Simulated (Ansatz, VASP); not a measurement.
## CaO in VASP and in Ansatz

File POSCAR:

```
CaO
1.0
    2.9601490875      0.0000000000      0.0000000000
    0.0000000000      2.9601490875      0.0000000000
    0.0000000000      0.0000000000      2.9601490875
Ca O
1 1
Direct
    0.0000000000      0.0000000000      0.0000000000
    0.5000000000      0.5000000000      0.5000000000
```

Contents of INCAR.step1:

```
PREC = Accurate
ENCUT = 520
ISMEAR = 0
SIGMA = 0.01
LREAL = False
LASPH = True
NELM = 100
NBANDS = 15
GGA = PE
ALGO = Normal
EDIFF = 1E-4
LWAVE = True
LCHARG = False
```

The input INCAR.step2:

```
PREC = Accurate
ENCUT = 520
EDIFF = 1E-7
ISMEAR = 0
SIGMA = 0.01
LREAL = False
LASPH = True
NELM = 100
ALGO = Normal
ISIF = 2
LWAVE = False
LCHARG = False
METAGGA = R2SCAN
LMIXTAU = True
NBANDS = 15
ISTART = 1
```

KPOINTS

```
regular mesh
0
Gamma
  8 8 8
```

Input for Ansatz:

```yaml
crystal:
  lattice:
    - [2.9601490875, 0.0, 0.0]
    - [0.0, 2.9601490875, 0.0]
    - [0.0, 0.0, 2.9601490875]
  atoms:
    - { symbol: Ca, position: [0.0, 0.0, 0.0] }
    - { symbol: O, position: [0.5, 0.5, 0.5] }
kpoints:
  mp_grid: { grid: [8, 8, 8] }
hamiltonian:
  xc: r2scan
scf:
  occupations: { method: fixed }
  n_extra_bands: 4
output:
  forces: true
  stress: true
  eigenvalues: true
```

Alike in both runs: task single point; functional r2SCAN; k mesh 8 × 8 × 8; no spin polarisation.

|  | VASP | Ansatz |
| --- | --- | --- |
| version | VASP 6.6.1 | Ansatz 0.2.0 |
| potentials or method | VASP PAW PBE potentials, release 64 (Ca_sv, O) | plane waves, PAW |
| plane-wave cutoff (eV) | 520 | 500 |
| occupations | gaussian, width 0.01 eV | fixed |
| valence electrons in the cell | 16 | 16 |

```csv
,VASP,Ansatz,Ansatz less VASP
gap on the k mesh at the Fermi level (eV),3.29,3.28,-0.003
pressure (GPa),-5.5,-6.3,-0.83
```

Caveats: the PAW data sets were made with another functional, which shifts forces and pressure a little (VASP). r2SCAN opens gaps a little over a GGA but as a rule still falls short of measured ones. A k mesh can miss the band edges.
